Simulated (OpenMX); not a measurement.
Crystal: As.

```
As
1.0
     1.88080    1.08588    3.51406
    -1.88080    1.08588    3.51406
     0.00000   -2.17176    3.51406
As
2
Direct
  0.22600 0.22600 0.22600
  0.77400 0.77400 0.77400
```

Base run:

| Property | Result |
| --- | --- |
| Program | OpenMX 3.8.5 |
| Functional | PBE |
| Potentials or basis | OpenMX 2013 PBE set, As7.0-s3p2d2, grid cutoff 500 Ry |
| k mesh | 9 × 9 × 9 |
| Occupations | fermi-dirac, width 0.05 eV |
| Spin | no spin polarisation |

Its results: pressure 6.5 GPa; largest force 1.235 eV/Å.

**Question.** The run is repeated on the same cell with these changes: functional from PBE to LDA; potentials or basis from OpenMX 2013 PBE set, As7.0-s3p2d2, grid cutoff 500 Ry to OpenMX 2013 LDA set, As7.0-s3p2d2, grid cutoff 500 Ry. What comes out?

**Answer.** Pressure 1.5 GPa; largest force 1.051 eV/Å.

Caveats: the basis of atomic orbitals isn't converged, which shifts pressures, moduli and gaps; forces of over 1 eV/Å show positions far from the minimum, so gaps and moduli don't describe the material at rest.

Not every run made on this cell is shown here.
